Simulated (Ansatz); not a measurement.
Input, command and steps of an Ansatz relaxation.

```yaml
crystal:
  lattice:
    - [5.4454179049, -0.9892093908, -0.7405828335]
    - [-0.8844268503, 6.2446361781, -0.7351695404]
    - [-0.6197133608, -0.6964637224, 6.7615346773]
  atoms:
    - { symbol: In, position: [0.118535176, 0.4350663111, 0.5072186463] }
    - { symbol: In, position: [0.436121453, 0.4586940744, 0.0982988898] }
    - { symbol: In, position: [0.0653041794, 0.9274956542, 0.0076663969] }
    - { symbol: In, position: [0.4845383254, 0.1856628346, 0.5576295197] }
    - { symbol: As, position: [0.93581792, 0.4388917502, 0.9262462257] }
    - { symbol: As, position: [0.5742077265, 0.7821558013, 0.4864302719] }
    - { symbol: As, position: [0.7451008859, 0.181976572, 0.1230058601] }
    - { symbol: As, position: [0.0467750783, 0.8428538561, 0.5894670262] }
  symmetry: { detect: false }
basis:
  ecutwfc: 420
kpoints:
  mp_grid: { grid: [4, 4, 3] }
hamiltonian:
  xc: pbe
scf:
  occupations: { method: gaussian, width: 0.1 }
  lower_state_search: "off"
output:
  forces: true
  stress: true
  eigenvalues: true
relax:
  adjacent_minimum: "off"
  f_tol: 0.04
  max_steps: 25
  cell: { stress_tol: 0.3 }
```

```bash
ansatz run input.yaml --threads 2 --pin off --max-ram 5120MiB --backend cpu --events-out ev --progress --plain --runs-dir out
```

Computed with DFT PBE, scalar-relativistic, plane waves, PAW (Ansatz).

Of 24 frames 10 are shown, positions in Å and forces in eV/Å; the SCF threshold varies from step to step. Steps run on the plane waves of an earlier cell, with a Pulay correction in the pressure. The basis is chosen afresh for the last frame, the zero of the energies, and can be on the way; energy and pressure step there, also at an unchanged geometry. The mark taken_back stands on steps that the optimiser undid.

```xyz
8
Lattice="5.4454 -0.9892 -0.7406 -0.8844 6.2446 -0.7352 -0.6197 -0.6965 6.7615" Properties=species:S:1:pos:R:3:forces:R:3 pbc="T T T" step=1 free_energy_over_end_meV_per_atom=99.20 pressure_GPa=0.96
In   -0.0536    2.2463    3.0219   -0.0900   -0.1640    0.1440
In    1.9083    2.3645    0.0044    0.1890    0.3360    0.0540
In   -0.4694    5.7219   -0.6784    0.0310   -0.1800    0.0590
In    2.1287    0.2917    3.2751    0.1310    0.2170   -0.0870
As    4.1337    1.1699    5.2471   -0.2960    0.3910   -0.5580
As    2.1336    3.9775    2.2887    0.4650   -0.1020   -0.3830
As    3.8202    0.3136    0.1461    0.1040   -0.4890    0.3900
As   -0.8560    4.8065    3.3314   -0.5340   -0.0100    0.3810
8
Lattice="5.3373 -1.1109 -0.8027 -0.9981 6.3532 -0.8805 -0.6889 -0.8566 6.8286" Properties=species:S:1:pos:R:3:forces:R:3 pbc="T T T" step=4 free_energy_over_end_meV_per_atom=57.50 pressure_GPa=0.18
In   -0.0886    2.3554    2.9996    0.0180    0.0780   -0.0430
In    1.9669    2.4819   -0.4484   -0.0950    0.0200   -0.0030
In   -0.5115    5.7547   -0.4676   -0.0140    0.0050   -0.1110
In    1.8719    0.0718    3.1132    0.0440   -0.0640    0.1920
As    3.7948    0.9006    5.1566   -0.0510   -0.0980    0.0940
As    2.0297    3.8883    1.9098   -0.0890    0.0070   -0.1180
As    3.6946    0.1240    0.1477    0.0410    0.1270   -0.1010
As   -1.0922    4.8346    3.6170    0.1450   -0.0740    0.0890
8
Lattice="5.3515 -1.2449 -0.9841 -1.1370 6.3566 -0.9394 -0.8703 -0.9011 7.0963" Properties=species:S:1:pos:R:3:forces:R:3 pbc="T T T" step=6 free_energy_over_end_meV_per_atom=48.33 pressure_GPa=-0.36
In   -0.0291    2.4091    2.9383   -0.0040   -0.0920    0.0960
In    1.8003    2.4527   -0.8023   -0.3350    0.0310   -0.0400
In   -0.6962    5.9156   -0.4544    0.0100    0.0220    0.2300
In    1.7186   -0.2402    3.3811   -0.0040   -0.0420   -0.1360
As    3.4306    0.7885    5.3603    0.2170   -0.0290   -0.0170
As    2.0125    3.7386    1.6191   -0.0160    0.2140    0.3420
As    3.5974    0.0786    0.0584    0.1070   -0.0110   -0.1070
As   -1.3087    4.6794    3.9414    0.0250   -0.0920   -0.3670
8
Lattice="5.4485 -1.3932 -1.0753 -1.3517 6.1593 -0.9790 -0.9825 -0.9196 7.0706" Properties=species:S:1:pos:R:3:forces:R:3 pbc="T T T" step=9 free_energy_over_end_meV_per_atom=24.25 pressure_GPa=0.12
In   -0.1976    2.1095    3.0384   -0.0640    0.0600   -0.0440
In    1.5389    2.7195   -1.1347    0.0610    0.0750    0.1420
In   -0.5808    5.8709   -0.5363    0.0080   -0.0320    0.0130
In    1.7382   -0.4056    3.3213    0.0750   -0.0200   -0.0120
As    3.1343    0.6172    5.4368    0.0130    0.0190   -0.0050
As    1.7639    3.4496    1.6017   -0.0380   -0.0760   -0.0400
As    3.7531   -0.3691   -0.0517   -0.0340   -0.0240   -0.0110
As   -1.5772    4.4257    3.8025   -0.0220   -0.0020   -0.0440
8
Lattice="5.4465 -1.4746 -1.0178 -1.4533 6.2055 -1.0465 -0.9073 -0.9744 7.0933" Properties=species:S:1:pos:R:3:forces:R:3 pbc="T T T" step=11 free_energy_over_end_meV_per_atom=19.93 pressure_GPa=-0.20
In   -0.2749    2.0964    3.0783   -0.0360    0.0040   -0.0040
In    1.5100    2.7697   -1.1497    0.0370    0.0420    0.0290
In   -0.6396    5.9021   -0.5801    0.0040   -0.0150    0.0230
In    1.8035   -0.4928    3.3183    0.0220   -0.0090   -0.0210
As    3.1489    0.5163    5.4752   -0.0130   -0.0290   -0.0170
As    1.7023    3.3587    1.6014   -0.0380   -0.0200   -0.0050
As    3.7691   -0.4412   -0.0389    0.0020    0.0260    0.0130
As   -1.6377    4.4466    3.7573    0.0230    0.0020   -0.0170
8
Lattice="5.4807 -1.4653 -1.0051 -1.4725 6.1785 -1.1768 -0.9304 -1.1201 7.0400" Properties=species:S:1:pos:R:3:forces:R:3 pbc="T T T" step=14 free_energy_over_end_meV_per_atom=16.03 pressure_GPa=0.30
In   -0.4709    2.0785    3.1371   -0.0270    0.0290    0.0330
In    1.6522    2.8104   -1.2448   -0.0300   -0.0410    0.0230
In   -0.7084    5.8952   -0.6712    0.0020    0.0680   -0.0190
In    1.9193   -0.7023    3.1571    0.0460   -0.0280    0.0060
As    3.1994    0.3474    5.3297   -0.0030   -0.0210   -0.0230
As    1.6318    3.0039    1.5372    0.1030    0.0070   -0.0050
As    3.7546   -0.3961   -0.0704    0.0120   -0.0160    0.0310
As   -1.6374    4.5553    3.6004   -0.1040    0.0020   -0.0460
8
Lattice="5.8409 -1.4882 -0.9768 -1.5920 6.1237 -1.3305 -0.9976 -1.3047 6.8143" Properties=species:S:1:pos:R:3:forces:R:3 pbc="T T T" step=16 free_energy_over_end_meV_per_atom=12.92 pressure_GPa=0.22 taken_back
In   -0.6584    2.1743    3.1264    0.0740   -0.0930    0.1010
In    1.8740    2.6545   -1.3550   -0.0420    0.0890   -0.1360
In   -0.8679    5.9695   -0.8269    0.0470   -0.0960    0.1670
In    2.1605   -1.0361    2.8964   -0.0850    0.0470   -0.1710
As    3.3318    0.1021    5.0617    0.0760   -0.0380    0.0980
As    1.7559    2.6194    1.3946   -0.1580   -0.0380    0.0950
As    4.0668   -0.4551   -0.0518   -0.0570    0.0630   -0.0920
As   -1.8244    4.6445    3.2285    0.1460    0.0650   -0.0610
8
Lattice="5.9217 -1.4928 -1.0550 -1.5582 6.3692 -1.3527 -1.1512 -1.4067 6.5978" Properties=species:S:1:pos:R:3:forces:R:3 pbc="T T T" step=19 free_energy_over_end_meV_per_atom=5.07 pressure_GPa=0.30
In   -0.7623    2.3608    3.0316    0.1790   -0.1800    0.2580
In    2.0210    2.7017   -1.3855   -0.1930    0.1240   -0.3150
In   -0.9453    6.2548   -0.8659    0.1130   -0.0400    0.1770
In    2.1691   -1.1734    2.6663   -0.0770    0.0600   -0.1960
As    3.2797    0.0606    4.7969    0.1060    0.0670   -0.0430
As    1.7490    2.7149    1.2987   -0.0910   -0.0310    0.0950
As    4.1015   -0.4010   -0.1711   -0.0860   -0.0400    0.0540
As   -1.8619    4.8469    3.0286    0.0480    0.0400   -0.0320
8
Lattice="5.8701 -1.4637 -1.0784 -1.5049 6.3976 -1.3288 -1.1720 -1.3896 6.6200" Properties=species:S:1:pos:R:3:forces:R:3 pbc="T T T" step=21 free_energy_over_end_meV_per_atom=1.54 pressure_GPa=0.05
In   -0.7489    2.3440    3.0620    0.0190    0.0100    0.0150
In    2.0134    2.7464   -1.4157   -0.0080    0.0060    0.0130
In   -0.8871    6.3120   -0.8252    0.0310    0.0050    0.0040
In    2.1302   -1.1388    2.6697   -0.0110   -0.0090   -0.0060
As    3.2632    0.1139    4.8010   -0.0170   -0.0070   -0.0070
As    1.7387    2.7695    1.3001   -0.0140   -0.0040   -0.0340
As    4.0398   -0.3576   -0.1771    0.0020    0.0060   -0.0050
As   -1.8162    4.8522    3.0795   -0.0020   -0.0070    0.0200
8
Lattice="5.8364 -1.4707 -1.0724 -1.5089 6.4100 -1.3500 -1.1574 -1.4066 6.6610" Properties=species:S:1:pos:R:3:forces:R:3 pbc="T T T" step=24 free_energy_over_end_meV_per_atom=0.00 pressure_GPa=0.09
In   -0.7328    2.3432    3.0691   -0.0140    0.0030   -0.0080
In    1.9822    2.7616   -1.4287    0.0070    0.0020    0.0020
In   -0.8610    6.3299   -0.8380    0.0060    0.0110    0.0070
In    2.0990   -1.1609    2.7072   -0.0100   -0.0040    0.0000
As    3.2397    0.0880    4.8340    0.0210   -0.0120    0.0150
As    1.7152    2.7625    1.2862    0.0170    0.0050    0.0150
As    4.0217   -0.3577   -0.1725   -0.0140    0.0050   -0.0130
As   -1.8145    4.8477    3.1027   -0.0130   -0.0090   -0.0180
```

Time: 13 min on 2 threads of Intel(R) Xeon(R) Processor @ 2.70GHz, on a shared host, peak memory 0.72 GiB.

The k mesh is coarse.